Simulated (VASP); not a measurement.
# Te (R-3m) in VASP: notebook

Aim: see how the results for Te move with the level of theory and the settings. Levels: revPBE, BLYP. Tasks: relaxation of cell and atoms.

All numbers are computed with VASP 6.6.1; they aren't measurements. Logs are shortened: lines on timing, memory, paths and dates and some standing lists are left out, and cuts for length are marked.

## (1) The crystal as given

The structure is trigonal, space group R-3m (No. 166). The conventional cell has a = 4.612 Å, b = 4.612 Å, c = 5.073 Å, α = 90.00°, β = 90.00°, γ = 120.00°. Te (site symmetry -3m) has 6 Te at 3.15 Å as nearest neighbours.

This isn't the form of Te at room conditions, which is trigonal, of chains.

## (2) Relaxation of cell and atoms, revPBE

INCAR reads:

```
SYSTEM = Te
  ALGO = Normal
  EDIFF = 1E-7
  EDIFFG = -0.01
  ENCUT = 600
  GGA = RE
  IBRION = 2
  ISIF = 3
  ISMEAR = -1
  LASPH = .TRUE.
  LCHARG = .FALSE.
  LREAL = .FALSE.
  LWAVE = .FALSE.
  NELM = 80
  NSW = 40
  PREC = Accurate
  SIGMA = 0.05
```

KPOINTS reads:

```
k-points
0
G
  9 9 9
  0 0 0
```

POSCAR reads:

```
Te
1.0
    2.3059043427      1.3313144930      1.6909537039
   -2.3059043427      1.3313144930      1.6909537039
    0.0000000000     -2.6626289860      1.6909537039
Te
1
Direct
    0.5000000000      0.5000000000      0.5000000000
```

Potentials or basis: VASP PAW PBE potentials, release 64 (Te).

Command:

```sh
cat potpaw_PBE.64/Te/POTCAR > POTCAR
mpirun -np 1 vasp_std > vasp.out
```

OUTCAR:

```text
SYSTEM = Te
   EDIFF = 1E-7
   EDIFFG = -0.01
   ENCUT = 600
   GGA = RE
   IBRION = 2
   ISIF = 3
   ISMEAR = -1
   LASPH = .TRUE.
   LREAL = .FALSE.
   NELM = 80
   NSW = 40
   PREC = Accurate

 ion  position               nearest neighbor table
   1  0.500  0.500  0.500-

  LATTYP: Found a trigonal (rhomboedric) cell.
 ALAT       =     3.1541904739
 COS(alpha) =    -0.0688991668

  Lattice vectors:

 A1 = (   2.3059043427,   1.3313144930,   1.6909537039)
 A2 = (  -2.3059043427,   1.3313144930,   1.6909537039)
 A3 = (   0.0000000000,  -2.6626289860,   1.6909537039)

Analysis of symmetry for initial positions (statically):
=====================================================================
 Subroutine PRICEL returns:
 Original cell was already a primitive cell.

 Routine SETGRP: Setting up the symmetry group for a
 trigonal (rhombohedral) supercell.

 Subroutine GETGRP returns: Found 12 space group operations
 (whereof 12 operations were pure point group operations)
 out of a pool of 12 trial point group operations.

The static configuration has the point symmetry D_3d.

Analysis of symmetry for dynamics (positions and initial velocities):
=====================================================================
 Subroutine PRICEL returns:
 Original cell was already a primitive cell.

 Routine SETGRP: Setting up the symmetry group for a
 trigonal (rhombohedral) supercell.

 Subroutine GETGRP returns: Found 12 space group operations
 (whereof 12 operations were pure point group operations)
 out of a pool of 12 trial point group operations.

The dynamic configuration has the point symmetry D_3d.

 Subroutine INISYM returns: Found 12 space group operations
 (whereof 12 operations are pure point group operations),
 and found     1 'primitive' translations

----------------------------------------------------------------------------------------

                                     Primitive cell

  volume of cell :      31.1462

  direct lattice vectors                    reciprocal lattice vectors
     2.305904343  1.331314493  1.690953704     0.216834667  0.125189553  0.197127415
    -2.305904343  1.331314493  1.690953704    -0.216834667  0.125189553  0.197127415
     0.000000000 -2.662628986  1.690953704     0.000000000 -0.250379107  0.197127415

  length of vectors
     3.154190474  3.154190474  3.154190474     0.318667405  0.318667405  0.318667405

  position of ions in fractional coordinates (direct lattice)
     0.500000000  0.500000000  0.500000000

  ion indices of the primitive-cell ions
   primitive index   ion index
                 1           1

----------------------------------------------------------------------------------------

 KPOINTS: k-points

Automatic generation of k-mesh.
 Grid dimensions read from file:
 generate k-points for:    9    9    9

 Generating k-lattice:

  Cartesian coordinates                     Fractional coordinates (reciprocal lattice)
     0.024092741  0.013909950  0.021903046     0.111111111  0.000000000  0.000000000
    -0.024092741  0.013909950  0.021903046     0.000000000  0.111111111  0.000000000
     0.000000000 -0.027819901  0.021903046     0.000000000  0.000000000  0.111111111

  Length of vectors
     0.035407489  0.035407489  0.035407489

  Shift w.r.t. Gamma in fractional coordinates (k-lattice)
     0.000000000  0.000000000  0.000000000

 Subroutine IBZKPT returns following result:
 ===========================================

 Found     85 irreducible k-points:

 Following reciprocal coordinates:
            Coordinates               Weight
  0.000000  0.000000  0.000000      1.000000
  0.111111  0.000000  0.000000      6.000000
  0.222222  0.000000  0.000000      6.000000
  0.333333  0.000000  0.000000      6.000000
  0.444444  0.000000  0.000000      6.000000
  0.111111  0.111111  0.000000      6.000000
[... 16 lines left out ...]
 -0.333333  0.333333  0.000000      6.000000
  0.444444  0.444444  0.000000      6.000000
 [... further k-points ...]
   k-points           NKPTS =     85   k-points in BZ     NKDIM =     85   number of bands    NBANDS=      7
   number of dos      NEDOS =    301   number of ions     NIONS =      1
   total plane-waves  NPLWV =  21952
   dimension x,y,z NGX =    28 NGY =   28 NGZ =   28
   dimension x,y,z NGXF=    56 NGYF=   56 NGZF=   56
   ions per type =               1
   NGX,Y,Z   is equivalent  to a cutoff of  14.76, 14.76, 14.76 a.u.
   NGXF,Y,Z  is equivalent  to a cutoff of  29.52, 29.52, 29.52 a.u.
 SYSTEM =  Te
   PREC   = accura    normal or accurate (medium, high low for compatibility)
   ISTART =      0    job   : 0-new  1-cont  2-samecut
   ICHARG =      2    charge: 1-file 2-atom 10-const
   ISPIN  =      1    spin polarized calculation?
   LNONCOLLINEAR =      F non collinear calculations
   LSORBIT =      F    spin-orbit coupling
   LASPH  =      T    aspherical Exc in radial PAW
   ENCUT  =  600.0 eV  44.10 Ry    6.64 a.u.   6.30  6.30  6.30*2*pi/ulx,y,z
   NELM   =     80;   NELMIN=  2; NELMDL= -5     # of ELM steps
   EDIFF  = 0.1E-06   stopping-criterion for ELM
   LREAL  =      F    real-space projection
   EDIFFG = -.1E-01   stopping-criterion for IOM
   NSW    =     40    number of steps for IOM
   IBRION =      2    ionic relax: 0-MD 1-quasi-New 2-CG
   NFREE  =      1    steps in history (QN), initial steepest desc. (CG)
   ISIF   =      3    stress and relaxation
   ISYM   =      2    0-nonsym 1-usesym 2-fastsym
   POTIM  = 0.5000    time-step for ionic-motion
   TEBEG  =    0.0;   TEEND  =   0.0 temperature during run
   PSTRESS=    0.0 pullay stress
   NELECT =       6.0000    total number of electrons
   NUPDOWN=      -1.0000    fix difference up-down
   EMIN   =  10.00;   EMAX   =-10.00  energy-range for DOS
   EFERMI =   0.00;   METHOD = LEGACY
   ISMEAR =    -1;   SIGMA  =   0.05  broadening in eV -4-tet -1-fermi 0-gaus
   EFERMI_NEDOS =   21; number of points for ismear=-14 and -15
   IALGO  =     38    algorithm
   IMIX   =      4    mixing-type and parameters
     AMIX     =   0.40;   BMIX     =  1.00
     AMIX_MAG =   1.60;   BMIX_MAG =  1.00
  volume/ion in A,a.u.               =      31.15       210.18
  Fermi-wavevector in a.u.,A,eV,Ry     =   0.945490  1.786717 12.162947  0.893951
  Thomas-Fermi vector in A             =   2.073397
   LORBIT       =      0    0 simple, 1 ext, 2 COOP (PROOUT), +10 PAW based schemes
   GGA     = RE    functional components
   LHFCALC =     F    Hartree Fock is set to
   AEXX    =    0.0000 exact exchange contribution
   IVDW    =     0    specifies the selected vdW correction
   LEPSILON=     F    determine dielectric tensor
   LRPA    =     F    only Hartree local field effects (RPA)
 conjugate gradient relaxation of ions
 non-spin polarized calculation
  energy-cutoff  :      600.00
  volume of cell :       31.15
 maximum number of plane-waves:      1069
 NGX is ok and might be reduce to    28
   NGX = 13   NGY = 13   NGZ = 13

--------------------------------------- Ionic step        1  -------------------------------------------

 number of electron       5.9999999 magnetization

 Free energy of the ion-electron system (eV)
  ---------------------------------------------------
  ext. energy  EPLUGINS =         0.00000000
  ---------------------------------------------------
  free energy    TOTEN  =        -2.75019726 eV

  energy without entropy =       -2.74477921  energy(sigma->0) =       -2.74748823

------------------------ aborting loop because EDIFF is reached ----------------------------------------

  FORCE on cell =-STRESS in cart. coord.  units (eV):
  Direction    XX          YY          ZZ          XY          YZ          ZX
  --------------------------------------------------------------------------------------
  -------------------------------------------------------------------------------------
  Total        0.6801274      0.6801274      0.6905534      0.0000000     -0.0000000      0.0000000
  in kB       34.9861314     34.9861314     35.5224542      0.0000000     -0.0000000      0.0000000
  external PRESSURE =      35.1649057 kB  Pullay stress =       0.0000000 kB

 VOLUME and BASIS-vectors are now :
 -----------------------------------------------------------------------------
  energy-cutoff  :      600.00
  volume of cell :       31.15
      direct lattice vectors                 reciprocal lattice vectors
     2.305904343  1.331314493  1.690953704     0.216834667  0.125189553  0.197127415
    -2.305904343  1.331314493  1.690953704    -0.216834667  0.125189553  0.197127415
     0.000000000 -2.662628986  1.690953704     0.000000000 -0.250379107  0.197127415
[... 246 lines left out ...]
 POSITION                                       TOTAL-FORCE (eV/Angst)
 -----------------------------------------------------------------------------------
     -0.00000     -0.00000      2.73351         0.000000     -0.000000      0.000000
 -----------------------------------------------------------------------------------
    total drift:                               -0.000000     -0.000000      0.000000

  FREE ENERGIE OF THE ION-ELECTRON SYSTEM (eV)
  ---------------------------------------------------
  free  energy   TOTEN  =        -2.7761739381 eV

  energy  without entropy=       -2.7697898406  energy(sigma->0) =       -2.77298189

--------------------------------------- Ionic step        9  -------------------------------------------

 number of electron       6.0000001 magnetization

 Free energy of the ion-electron system (eV)
  ---------------------------------------------------
  ext. energy  EPLUGINS =         0.00000000
  ---------------------------------------------------
  free energy    TOTEN  =        -2.77646807 eV

  energy without entropy =       -2.77014244  energy(sigma->0) =       -2.77330526

 E-fermi :   6.2175     XC(G=0):  -9.0986

 val. band max:        6.1989713415   @ k =  -0.1111   0.1111   0.0000
 cond. band min:       6.2314187282   @ k =  -0.1111   0.1111   0.1111
 fundamental gap:      0.0324473867
 Fermi energy:         6.2174524218

 k-point     1 :       0.0000    0.0000    0.0000
  band No.  band energies     occupation
      1      -7.2072      2.00000
      2       7.2827      0.00000
      3       7.4100      0.00000
      4       7.4100      0.00000
      5      12.2656      0.00000
      6      12.2656      0.00000
      7      12.7245      0.00000

 k-point     2 :       0.1111    0.0000    0.0000
  band No.  band energies     occupation
      1      -7.0679      2.00000
      2       5.9758      1.98420
      3       7.4501      0.00000
      4       7.5334      0.00000
      5      12.3973      0.00000
      6      12.6984      0.00000
      7      14.1268      0.00000
[... 201 lines left out ...]
 k-point    23 :      -0.3333    0.3333    0.0000
  band No.  band energies     occupation
      1      -5.0299      2.00000
      2       2.8497      2.00000
      3       2.8967      2.00000
      4       9.1500      0.00000
      5      10.8714      0.00000
      6      14.9389      0.00000
      7      18.5799      0.00000

 k-point    24 :       0.4444    0.4444    0.0000
  band No.  band energies     occupation
      1      -4.0432      2.00000
      2       1.9495      2.00000
      3       2.1320      2.00000
      4       8.8812      0.00000
      5       9.8039      0.00000
      6      16.4873      0.00000
      7      18.4615      0.00000

 [... further k-points ...]

------------------------ aborting loop because EDIFF is reached ----------------------------------------

  FORCE on cell =-STRESS in cart. coord.  units (eV):
  Direction    XX          YY          ZZ          XY          YZ          ZX
  --------------------------------------------------------------------------------------
  -------------------------------------------------------------------------------------
  Total        0.0007096      0.0007096      0.0008186      0.0000000      0.0000000     -0.0000000
  in kB        0.0339539      0.0339539      0.0391682      0.0000000      0.0000000     -0.0000000
  external PRESSURE =       0.0356920 kB  Pullay stress =       0.0000000 kB

 VOLUME and BASIS-vectors are now :
 -----------------------------------------------------------------------------
  energy-cutoff  :      600.00
  volume of cell :       33.49
      direct lattice vectors                 reciprocal lattice vectors
     2.301804108  1.328947221  1.824453065     0.217220917  0.125412555  0.182703156
    -2.301804108  1.328947221  1.824453065    -0.217220917  0.125412555  0.182703156
     0.000000000 -2.657894443  1.824453065     0.000000000 -0.250825110  0.182703156

 POSITION                                       TOTAL-FORCE (eV/Angst)
 -----------------------------------------------------------------------------------
      0.00000      0.00000      2.73668        -0.000000      0.000000     -0.000000
 -----------------------------------------------------------------------------------
    total drift:                               -0.000000     -0.000000      0.000000

  FREE ENERGIE OF THE ION-ELECTRON SYSTEM (eV)
  ---------------------------------------------------
  free  energy   TOTEN  =        -2.7764680697 eV

  energy  without entropy=       -2.7701424444  energy(sigma->0) =       -2.77330526

 reached required accuracy - stopping structural energy minimisation
```

Wall time 71 s (1 thread of AMD EPYC 9R45 (Zen 5), shared host); peak memory 0.14 GiB.

Results:

| Item | Value |
| --- | --- |
| Free energy | -2.7765 eV |
| Relaxed volume | 33.49 Å³/atom |
| Relaxed cell | a = 3.224 Å, b = 3.224 Å, c = 3.224 Å, α = 91.12°, β = 91.12°, γ = 91.12° |
| Space group after relaxing (to 0.05 Å) | R-3m (No. 166) |
| Energy gained by relaxing | 26.3 meV/atom |
| Ionic steps | 9 |
| Pressure after relaxing | 0.0 GPa |
| Band gap on the k mesh | none (metal or under the smearing width) |

Step by step:
```
step  energy change (eV)  largest force (eV/Å)  pressure (GPa)  volume (Å³)
   1              0.0000                0.0000            3.52        31.15
   2             -0.0167                0.0000           -1.39        34.33
   3             -0.0216                0.0000            0.00        33.23
   4             -0.0225                0.0000            0.00        33.28
   5             -0.0247                0.0000           -0.04        33.40
   6             -0.0262                0.0000           -0.15        33.60
   7             -0.0262                0.0000           -0.15        33.59
   8             -0.0260                0.0000            0.37        33.23
   9             -0.0263                0.0000            0.00        33.49
```

Final structure:
```yaml
crystal:
  lattice:
    - [2.30180, 1.32895, 1.82445]
    - [-2.30180, 1.32895, 1.82445]
    - [0.00000, -2.65789, 1.82445]
  atoms:
    - { symbol: Te, position: [0.50000, 0.50000, 0.50000] }
```

Caveat: the PAW data sets were made with another functional, which shifts forces and pressure a little.

[end of part 1 of 2]
